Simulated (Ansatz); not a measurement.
**Mechanical response of CdS (F-43m)**

```
CELL_PARAMETERS angstrom
0.00000 2.91228 2.91228
2.91228 0.00000 2.91228
2.91228 2.91228 0.00000
ATOMIC_POSITIONS crystal
Cd 0.00000 0.00000 0.00000
S 0.75000 0.75000 0.75000
```

The conventional cell has a = 5.825 Å, b = 5.825 Å, c = 5.825 Å, α = 90.00°, β = 90.00°, γ = 90.00°. Cd (atom 1) is surrounded by 4 S at 2.52 Å. S (atom 2) has 4 Cd at 2.52 Å as nearest neighbours.

Level of theory, where no other is named: PBEsol, all-electron LAPW in Ansatz 0.2.0, scalar-relativistic. k mesh 8×8×8, fixed occupations, basis error target 1 meV/atom. The cell was relaxed by PAW under this functional.

The cell is cubic and carries a residual pressure of 0.02 GPa at this level. Each strain component that symmetry leaves independent is applied at ±0.005 and ±0.01, the ions relax wherever a strain frees them, and the stress (tension positive, GPa) is read. Shears are engineering strains, γ = 2ε.

```csv
strain,size,σxx,σyy,σzz,σyz,σxz,σxy
xx,-0.01,-0.7729,-0.5882,-0.5882,0.0000,0.0000,0.0000
xx,-0.005,-0.3948,-0.2997,-0.2997,0.0000,0.0000,0.0000
xx,+0.005,0.3505,0.2502,0.2502,0.0000,0.0000,0.0000
xx,+0.01,0.7176,0.5121,0.5121,0.0000,0.0000,0.0000
yz,-0.01,-0.0183,-0.0186,-0.0186,-0.2629,0.0000,0.0000
yz,-0.005,-0.0198,-0.0199,-0.0199,-0.1314,0.0000,0.0000
yz,+0.005,-0.0198,-0.0199,-0.0199,0.1314,0.0000,0.0000
yz,+0.01,-0.0183,-0.0186,-0.0186,0.2629,0.0000,0.0000
```

The slope is [8(σ(+δ) − σ(−δ)) − (σ(+2δ) − σ(−2δ))]/(12δ), and the program imposes the crystal's symmetry on the matrix.

Question: What are the independent elastic constants?

Answer: C11 = 74.5, C12 = 55.0, C44 = 26.3 GPa.

Question: Do they meet the Born conditions?

Answer: C11 − C12 = 19.5, C11 + 2C12 = 184.5 and C44 = 26.3 GPa must all be positive, so the crystal is elastically stable; that says nothing yet of its phonons.

Question: What moduli does a random aggregate of grains have?

Answer: B = (C11 + 2C12)/3 = 61.5 GPa. G_V = (C11 − C12 + 3C44)/5 = 19.7 and G_R = 5(C11 − C12)C44/(4C44 + 3(C11 − C12)) = 15.7, so G_H = 17.7 GPa. Then E = 9BG/(3B + G) = 48.4 GPa, ν = (3B − 2G)/(6B + 2G) = 0.369 and B/G = 3.48, on the ductile side of Pugh's 1.75 (a rule of thumb, made for metals; it doesn't predict ductility here).

Question: With the density of 4.856 g/cm³, how fast does sound travel, and what Debye temperature follows?

Answer: 

| direction | slow (m/s) | middle (m/s) | fast (m/s) |
| --- | --- | --- | --- |
| [100] | 2327 | 2327 | 3917 |
| [110] | 1418 | 2327 | 4330 |
| [111] | 1774 | 1774 | 4459 |

The mean of v⁻³ over directions and branches gives v_m = 2123 m/s and θ_D = (ħ/k_B) v_m (6π²n)^(1/3) = 217 K, n being atoms per volume. Young's modulus spans 28 to 69 GPa over directions, and the universal anisotropy index is 1.27.

Question: How far do the constants move if PAW replaces LAPW in the same cell?

Answer: 

```
constant  LAPW (GPa)  PAW (GPa)  difference
     C11        74.5       74.4        -0.1
     C12        55.0       54.9        -0.1
     C44        26.3       26.3         0.0
```

Question: How do the constants change if the ions are clamped to the homogeneous strain?

Answer: Clamped values, with the change against relaxed ions: C11 = 74.5 (+0.0), C12 = 55.0 (+0.0), C44 = 53.5 (+27.3) GPa.

Question: What happens at 5 GPa (cell relaxed there)?

Answer: The volume falls to 0.9329 of its value, and C11 = 92.7, C12 = 79.1, C44 = 21.8 GPa (slopes of the stress), in this structure whether or not another phase takes over.

Keep in mind: constants at zero field, no piezoelectric stiffening; the frozen-core PAW files of the compared runs were fitted under PBE, their cores solved anew for this functional.
